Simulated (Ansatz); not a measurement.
Starting structure of a cell relaxation (symmetry kept):

```xyz
2
Lattice="2.9393 -0.0170 0.3777 -0.0305 2.9374 0.3913 -0.5202 -0.5415 4.0240" Properties=species:S:1:pos:R:3 pbc="T T T"
Au    0.3370    0.3240    3.2103
Au    2.0515    2.0549    1.5828
```

The calculation used Ansatz, DFT PBE, scalar-relativistic, plane waves, PAW.

Settings: cutoff 420 eV, Γ-centred mesh 14×14×10 on the computed 2-atom cell, Gaussian smearing of 0.10 eV; no spin polarisation.

Problem. What does it relax to?

Solution. The volume goes down by 0.01 Å³/atom to 17.97 Å³/atom, and the energy changes by under 0.1 meV/atom. Final structure:
```
CELL_PARAMETERS angstrom
2.94382 -0.01831 0.37811
-0.03189 2.94192 0.39176
-0.51837 -0.53957 4.00972
ATOMIC_POSITIONS crystal
Au 0.25000 0.25000 0.75000
Au 0.75000 0.75000 0.25000
```

Spin–orbit coupling is left out, which can shift energies with elements as heavy as these.

Cost: 1 run of about 0.45 core-minutes, on Intel Xeon 6975P-C (Granite Rapids) (shared hosts).